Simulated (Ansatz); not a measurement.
The system is KBr.

```
Br K
1.0
     0.00000    3.30000    3.30000
     3.30000    0.00000    3.30000
     3.30000    3.30000    0.00000
Br K
1 1
Direct
  0.50000 0.50000 0.50000
  0.00000 0.00000 0.00000
```

Program: Ansatz 0.2.0. Alike in all runs: cell as given; basis error allowed 0.001 eV/atom.

Task: Order these runs on this cell by their band gap on the k mesh, lowest first.
A. level PBEsol; potentials or basis all-electron LAPW, relativistic spinors; spin SOC, no magnetisation; k mesh 5 × 5 × 5; cutoff (eV) 128; smearing fermi-dirac 0.05 eV
B. level PBE; potentials or basis all-electron LAPW, scalar-relativistic; spin off; k mesh 7 × 7 × 7; cutoff (eV) 128; smearing gaussian 0.018 eV
C. level RPBE; potentials or basis all-electron LAPW, scalar-relativistic; spin off; k mesh 7 × 7 × 7; cutoff (eV) 127; smearing fermi-dirac 0.05 eV
D. level PBEsol; potentials or basis all-electron LAPW, scalar-relativistic; spin off; k mesh 7 × 7 × 7; cutoff (eV) 128; smearing fermi-dirac 0.05 eV

Result: A (4.12 eV), D (4.28 eV), B (4.44 eV), C (4.77 eV).

Caveats: an odd mesh through Γ misses points on the zone boundary, where band edges often lie (some runs).
